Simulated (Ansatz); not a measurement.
Crystal: CdO2.

```
CELL_PARAMETERS angstrom
3.47623 0.00000 0.00000
-1.73811 3.01050 0.00000
0.00000 0.00000 4.14808
ATOMIC_POSITIONS crystal
Cd 0.00000 0.00000 0.00000
O 0.33333 0.66667 0.24422
O 0.66667 0.33333 0.75578
```

The cell comes from a database or a generator and needn't be the stable form of this composition.

Base run:

| Property | Result |
| --- | --- |
| Program | Ansatz 0.2.0 |
| Functional | PBEsol |
| Potentials or basis | Ansatz PAW |
| Cutoff | 420 eV |
| Density cutoff | 1680 eV |
| k mesh | 9 × 9 × 7 |
| Occupations | fermi-dirac, width 0.05 eV |
| Spin | spin-orbit coupling, no magnetisation |

Its results: band gap on the k mesh none (metal or under the smearing width); pressure -10.7 GPa; largest force 0.328 eV/Å.

Question: The run is repeated on the same cell with these changes: functional from PBEsol to r2SCAN; cutoff from 420 eV to 500 eV; density cutoff from 1680 eV to 2000 eV; k mesh from 9 × 9 × 7 to 7 × 7 × 5. What comes out?

Answer: Band gap on the k mesh none (metal or under the smearing width); pressure -9.8 GPa; largest force 0.248 eV/Å.

Several settings changed at once, so the effect can't be laid on one alone.

Caveats: the PAW data sets come from PBE, with cores solved anew for the run's functional, which leaves a small shift of forces and pressure.

Not every run made on this cell is shown here.
